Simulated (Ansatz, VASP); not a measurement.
## Ni: VASP beside Ansatz

File INCAR:

```
SYSTEM = Ni
PREC = Accurate ; ENCUT = 520
EDIFF = 1E-6 ; ISMEAR = -1
SIGMA = 0.05 ; LREAL = .FALSE.
LASPH = .TRUE. ; NELM = 150
ALGO = Normal ; ISIF = 2
LWAVE = .FALSE. ; LCHARG = .FALSE.
ISPIN = 2 ; MAGMOM = 1
LORBIT = 11 ; LMAXMIX = 4
NBANDS = 15
```

File KPOINTS:

```
regular mesh
0
G
  13 13 13
  0 0 0
```

The input POSCAR:

```
Ni
1.0
    0.0000000000      1.7259110183      1.7259110183
    1.7259110183      0.0000000000      1.7259110183
    1.7259110183      1.7259110183      0.0000000000
Ni
1
Direct
    0.0000000000      0.0000000000      0.0000000000
```

input.yaml

```yaml
crystal:
  lattice:
    - [0.0, 1.7259110183, 1.7259110183]
    - [1.7259110183, 0.0, 1.7259110183]
    - [1.7259110183, 1.7259110183, 0.0]
  atoms:
    - { symbol: Ni, position: [0.0, 0.0, 0.0], spin: 1.0 }
kpoints:
  mp_grid: { grid: [13, 13, 13] }
scf:
  occupations: { method: fermi_dirac, width: 0.05 }
hamiltonian:
  xc: lda
  pseudopotentials: { kind: all_electron, lapw: { basis_error: 0.001 } }
magnetization:
  spin_polarized: true
output:
  forces: true
  stress: true
  eigenvalues: true
```

Change from the starting cell: volume scaled by 0.98.

Alike in both runs: task single point; functional LDA; k mesh 13 × 13 × 13; occupations fermi-dirac, width 0.05 eV; collinear spin.

|  | VASP | Ansatz |
| --- | --- | --- |
| version | VASP 6.6.1 | Ansatz 0.2.0 |
| potentials or method | VASP PAW LDA potentials, release 64 (Ni) | all-electron LAPW, scalar-relativistic |
| plane-wave cutoff (eV) | 520 | see its input |

Ansatz gave:

- gap on the k mesh at the Fermi level (eV): none
- pressure (GPa): -5.9
- net moment per atom (μB): 0.62
- size of the moment on the site where the two differ most (μB): 0.64

Q: Estimate VASP's values.

A: gap on the k mesh at the Fermi level (eV): none; pressure (GPa): -5.9; net moment per atom (μB): 0.61; size of the moment on the site where the two differ most (μB): 0.61.

Site moments also hang on the region over which each program counts them. A gap of «none» marks a metal or a gap that the smearing closes. Ansatz ran all-electron here, so the differences hold the error of VASP's frozen core and of both bases.
